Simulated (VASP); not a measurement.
## From an Ansatz input to VASP: RbBr (distorted wurtzite)

Ansatz input

```yaml
crystal:
  lattice:
    - [5.9684, -0.0706, -0.0834]
    - [-3.0454, 5.1955, -0.0454]
    - [-0.0973, -0.1173, 6.8648]
  atoms:
    - { symbol: Rb, position: [0.3332, 0.6552, 0.9282] }
    - { symbol: Rb, position: [0.6685, 0.3459, 0.4448] }
    - { symbol: Br, position: [0.3262, 0.6556, 0.4362] }
    - { symbol: Br, position: [0.6718, 0.3523, 0.9387] }
kpoints:
  mp_grid: { grid: [4, 4, 4] }
hamiltonian:
  xc: pbe
scf:
  occupations: { method: fermi_dirac, width: 0.02 }
  n_extra_bands: 5
output:
  forces: true
  stress: true
  eigenvalues: true
```

Which VASP files do the same job?



INCAR

```
NBANDS = 24
IBRION = -1
ISIF = 2
LWAVE = .FALSE.
EDIFF = 1E-7
LCHARG = .TRUE.
NSW = 0
LREAL = .FALSE.
SIGMA = 0.02
LELF = .TRUE.
ISMEAR = -1
ENCUT = 520
LASPH = .TRUE.
PREC = Accurate
GGA = PE
NELM = 120
```

KPOINTS

```
KPOINTS created by Atomic Simulation Environment
0
Gamma
4 4 4
0 0 0
```

POSCAR

```
Rb Br
 1.0000000000000000
     5.9683999999999999   -0.0706000000000000   -0.0834000000000000
    -3.0453999999999999    5.1955000000000000   -0.0454000000000000
    -0.0973000000000000   -0.1173000000000000    6.8647999999999998
 Rb  Br
   2   2
Cartesian
 -0.0969890600000000  3.2716898199999997  6.3143723999999999
  2.8931925000000001  1.6977523099999998  2.9820062799999998
 -0.0921144199999998  3.3319738200000000  2.9374564399999996
  2.8453411899999996  1.6728360600000001  6.3719652199999999
```

VASP ran with the recommended PBE PAW datasets (32 valence electrons in the cell). Other inputs would serve too.

|  | Ansatz | VASP |
| --- | --- | --- |
| gap between bands v and c on the k mesh | 4.01 eV | 4.01 eV |
| least direct gap on the k mesh | 4.01 eV | 4.01 eV |
| pressure | 0.1 GPa | 0.2 GPa |
| largest force | 0.17 eV/Å | 0.17 eV/Å |

The two codes use different PAW datasets and cutoffs. VASP's cell holds 32 valence electrons and Ansatz's 32. Ansatz's stress includes a Pulay correction; VASP's doesn't.
